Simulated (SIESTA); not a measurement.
Here is a SIESTA 5.4.2 calculation.

Contents of Pt.fdf:

```
SystemName                      Pt
SystemLabel                     Pt
NumberOfSpecies                 1
NumberOfAtoms                   1
%block ChemicalSpeciesLabel
  1  78 Pt
%endblock ChemicalSpeciesLabel
%include structure.fdf

%block kgrid.MonkhorstPack
   12   0   0  0.0
    0  12   0  0.0
    0   0  12  0.0
%endblock kgrid.MonkhorstPack
XC.Functional                   GGA
XC.Authors                      PBE
PAO.BasisSize                   DZP
PAO.EnergyShift                 0.003 Ry
Mesh.Cutoff                     800 Ry
OccupationFunction              FD
ElectronicTemperature           0.05 eV
MaxSCFIterations                120
SCF.MustConverge                false
SCF.Mixer.Method                Pulay
SCF.Mixer.Weight                0.25
SCF.Mixer.History               8
SCF.DM.Tolerance                5.0e-05
SCF.H.Tolerance                 1.0e-03 eV
WriteForces                     true
Charge.Mulliken                 end
%block PAO.Basis
  Pt 5
  n=5 0 2
    2.732 0.000
  n=6 0 2
    7.326 0.000
  n=5 1 2
    3.260 0.000
  n=6 1 1
    7.326
  n=5 2 2
    5.692 0.000
%endblock PAO.Basis
```

structure.fdf

```
LatticeConstant                 1.0 Ang
%block LatticeVectors
    -0.0133030000     1.9357530000     1.9445300000
     1.9710380000     0.0030350000     1.9281930000
     2.0008850000     1.9492620000    -0.0268110000
%endblock LatticeVectors
AtomicCoordinatesFormat         Fractional
%block AtomicCoordinatesAndAtomicSpecies
    -0.0132620000     0.0199540000     0.0069400000  1  Pt
%endblock AtomicCoordinatesAndAtomicSpecies
```

Potentials or basis: PseudoDojo 0.4 standard (PBE files), DZP (energy shift 0.003 Ry; two zetas on semicore shells).

Command:

```bash
$ siesta < Pt.fdf > Pt.out 2>&1
```

(1) Estimate the pressure.

(2) Predict the band gap on the k mesh.

## Answers

(1) 12.8 GPa.

(2) none (metal or under the smearing width).

Caveat: short orbitals over semicore shells can move pressures by several GPa; the basis of atomic orbitals isn't converged, which shifts pressures, moduli and gaps.
